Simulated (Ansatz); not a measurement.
This was printed by a script on Ansatz 0.2.0, Python API, for a convergence test of the k-point mesh of PbS, space group Cmcm. What did the script look like? Level of theory (first run): PBEsol, PAW, cutoff 510 eV, 2×2×2 k-points, Fermi-Dirac smearing of 0.02 eV. The script varies spacing (1/A): 0.8, 0.6, 0.5, 0.4, 0.33.

```yaml
crystal:
  lattice:
    - [2.07995, -5.99130, 0.00000]
    - [2.07995, 5.99130, 0.00000]
    - [0.00000, 0.00000, 4.27932]
  atoms:
    - { symbol: Pb, position: [0.86944, 0.13056, 0.75000] }
    - { symbol: Pb, position: [0.13056, 0.86944, 0.25000] }
    - { symbol: S, position: [0.64520, 0.35480, 0.75000] }
    - { symbol: S, position: [0.35480, 0.64520, 0.25000] }
```

```console
$ python kconv_pbs.py
DeckWarning: output.stress: scf.convergence.dr2_threshold = 1e-9 eV is looser than the 4e-10 eV advised for a printed stress (1e-10 eV for each atom of the cell: 4). What an SCF threshold leaves in a stress goes as its square root, and in the free energy as the threshold itself, and one threshold admits the most on a [...]
  spacing (1/A)    F/atom (eV)    iterations    P (GPa)    k-points
---------------  -------------  ------------  ---------  ----------
         0.8000     -6320.2134             8    -0.4679           6
         0.6000     -6320.4324             8    -1.8959           8
         0.5000     -6320.4247             8    -1.9217          14
         0.4000     -6320.4249             8    -1.9763          21
         0.3300     -6320.4200             8    -1.8497          27
0.8: +206.62 meV/atom
0.6: -12.34 meV/atom
0.5: -4.68 meV/atom
0.4: -4.84 meV/atom
```
(Warnings from the package without file and line, shortened.)

One script that gives this output:

`kconv_pbs.py`
```python
# -*- coding: utf-8 -*-
"""k-point test for PbS."""

import ansatz as az
from tabulate import tabulate

structure = (
    az.Lattice.of([2.079953, -5.991297, 0.0], [2.079953, 5.991297, 0.0], [0.0, 0.0, 4.279321])
    .atom("Pb", [0.869437, 0.130563, 0.75])
    .atom("Pb", [0.130563, 0.869437, 0.25])
    .atom("S", [0.645203, 0.354797, 0.75])
    .atom("S", [0.354797, 0.645203, 0.25])
)

model = (
    structure.calculation()
    .functional(az.Functional.PBESOL)
    .pseudopotentials("paw")
    .basis(510)  # a bare number is in eV
    .occupations("fermi_dirac", width=0.02)
    .scf(tolerance=1e-09)
    .stress()
)

rows = []
for value in [0.8, 0.6, 0.5, 0.4, 0.33]:
    r = model.kpoints(spacing=value).run(threads=1).report
    rows.append((value, r["free_energy_ev"] / len(r["lattice"]["sites"]), r["n_iterations"], sum(r["stress_gpa"][i][i] for i in range(3)) / 3, r["n_kpoints"]))

print(tabulate(rows, headers=["spacing (1/A)", "F/atom (eV)", "iterations", "P (GPa)", "k-points"], floatfmt=".4f", tablefmt="simple"))

# differences from the last row
for row in rows[:-1]:
    shift = 1000 * (row[1] - rows[-1][1])
    print(f"{row[0]}: {shift:+.2f} meV/atom" + ("  (within 2 meV)" if abs(shift) < 2 else ""))
```

Notes:
- Pressure is positive in compression.
- Spin-orbit coupling, which matters for elements this heavy, is left out.
- The structure comes from a database of computed cells and needn't be a stable or known phase.
- Shifts are counted from the finest mesh, which is itself no proven limit.
- The whole script took 14 s on 1 thread of Arm Neoverse V2, with other jobs on the host, peak memory 0.47 GiB.
